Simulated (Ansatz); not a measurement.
Space group R3c:H (No. 161). a = 5.138 Å, b = 5.138 Å, c = 13.884 Å, α = 90.00°, β = 90.00°, γ = 120.00°
```csv
atom,site,symmetry,x,y,z
Li,6a,3.,0.6667,0.3333,0.0513
Nb,6a,3.,0.6667,0.3333,0.3332
O,18b,1,0.0102,0.3781,0.2701
```

Equation of state of this LiNbO$_{3}$ structure (not necessarily the ground state), with shape and atoms relaxed at each volume where symmetry leaves them free. Computed with DFT r2SCAN, scalar-relativistic, plane waves, PAW in Ansatz 0.2.0.

Plane waves to 500 eV, a k mesh through Γ of 6×6×6 on the computed 10-atom cell and Gaussian smearing (0.02 eV); no spin polarisation.

| V (Å³/atom) | E − E(largest V) (meV/atom) | P (GPa) | gap on mesh (eV) |
| --- | --- | --- | --- |
| 9.944 | 3.70 | 8.42 | 4.10 |
| 10.261 | -8.32 | 3.85 | 4.07 |
| 10.579 | -12.03 | 0.03 | 4.04 |
| 10.896 | -8.82 | -3.16 | 4.01 |
| 11.213 | 0.00 | -5.65 | 3.98 |

Question: Fit a third-order Birch–Murnaghan equation to E(V).

Answer: V0 = 10.58 Å³/atom, B0 = 115 GPa, B0' = 5.5.

Cost: 5 runs of about 32 core-minutes in all, on Intel Xeon Processor @ 2.50GHz (Skylake/Cascade Lake) (shared hosts).